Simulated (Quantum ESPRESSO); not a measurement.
Runs of Quantum ESPRESSO 7.5 on MgO. The structure is cubic, space group Fm-3m (No. 225). The conventional cell has a = 4.194 Å, b = 4.194 Å, c = 4.194 Å, α = 90.00°, β = 90.00°, γ = 90.00°. Mg (site symmetry m-3m) is surrounded by 6 O at 2.10 Å. O (site symmetry m-3m) has 6 Mg at 2.10 Å as nearest neighbours. The cell is a database's computed one.

```tsv
task	level	potentials or basis	cell	k mesh	cutoff (eV)	q mesh	form of the LDA correlation	mesh quality	gap on the mesh (eV)	pressure (GPa)
phonon dispersion	PBE	GBRV 1.5 PBE	relaxed	4 × 4 × 4, shifted	612	4 × 4 × 4	-	coarse	-	-0.1
dielectric tensor	PBEsol	PseudoDojo 0.4.1 SR PBEsol standard	as given	8 × 8 × 8, shifted	1143	-	-	not flagged	-	2.3
band structure	LDA	PseudoDojo 0.4.1 SR LDA standard	as given	11 × 11 × 11	1143	-	PW92	not flagged	4.82	(a)
single point	PBEsol	GBRV 1.5 PBEsol	as given	11 × 11 × 11	612	-	-	not flagged	4.79	(b)
```

Alike in all rows: no spin polarisation; smearing fermi-dirac 0.05 eV.

**Question.** Fill in the values left out.

**Answer.** (a) -4.0; (b) 2.4.

Caveats: some runs use coarse meshes; an odd mesh through Γ misses points on the zone boundary, where band edges often lie (some runs).

Not every run made on this cell is shown here.
